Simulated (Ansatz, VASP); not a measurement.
Two plane-wave programs on KCl

File INCAR:

```
SYSTEM = KCl
ALGO = Normal
EDIFF = 1E-8
ENCUT = 520
GGA = PS
ISIF = 2
ISMEAR = -1
LASPH = .True.
LCHARG = .False.
LEFG = .True.
LREAL = .False.
LWAVE = .False.
NBANDS = 15
NELM = 80
PREC = Accurate
SIGMA = 0.02
```

KPOINTS

```
k-points
0
Gamma
  7 7 7
  0 0 0
```

POSCAR

```
KCl
1.0
    3.5848858712      0.0000000000      0.0000000000
    0.0000000000      3.5848858712      0.0000000000
    0.0000000000      0.0000000000      3.5848858712
K Cl
1 1
Direct
    0.0000000000      0.0000000000      0.0000000000
    0.5000000000      0.5000000000      0.5000000000
```

Input for Ansatz:

```yaml
crystal:
  lattice:
    - [3.5848858712, 0.0, 0.0]
    - [0.0, 3.5848858712, 0.0]
    - [0.0, 0.0, 3.5848858712]
  atoms:
    - { symbol: K, position: [0.0, 0.0, 0.0] }
    - { symbol: Cl, position: [0.5, 0.5, 0.5] }
kpoints:
  mp_grid: { grid: [7, 7, 7] }
scf:
  occupations: { method: fermi_dirac, width: 0.02 }
hamiltonian:
  xc: pbesol
  pseudopotentials: { kind: paw }
output:
  forces: true
  stress: true
  eigenvalues: true
  efg: { contact_densities: true }
  write_density: true
  write_potential: true
  elf: true
  volumetric_format: npy
```

Change from the starting cell: volume scaled by 0.96, PAW files.

Alike in both runs: task electric field gradients; functional PBEsol; k mesh 7 × 7 × 7; occupations fermi-dirac, width 0.02 eV; no spin polarisation.

|  | VASP | Ansatz |
| --- | --- | --- |
| version | VASP 6.6.1 | Ansatz 0.2.0 |
| potentials or method | VASP PAW PBE potentials, release 64 (K_sv, Cl) | PAW with Ansatz's default frozen-core files, scalar-relativistic |
| plane-wave cutoff (eV) | 520 | 420 |
| valence electrons in the cell | 16 | 16 |

```csv
,VASP,Ansatz,Ansatz less VASP
gap on the k mesh at the Fermi level (eV),5.62,5.63,+0.006
pressure (GPa),3.9,3.7,-0.12
Vzz of the field gradient on the site that differs most (V/Å²),0.0,0.0,0.00
```

Caveats: the PAW data sets were made with another functional, which shifts forces and pressure a little (VASP); an odd mesh through Γ misses points on the zone boundary, where band edges often lie.
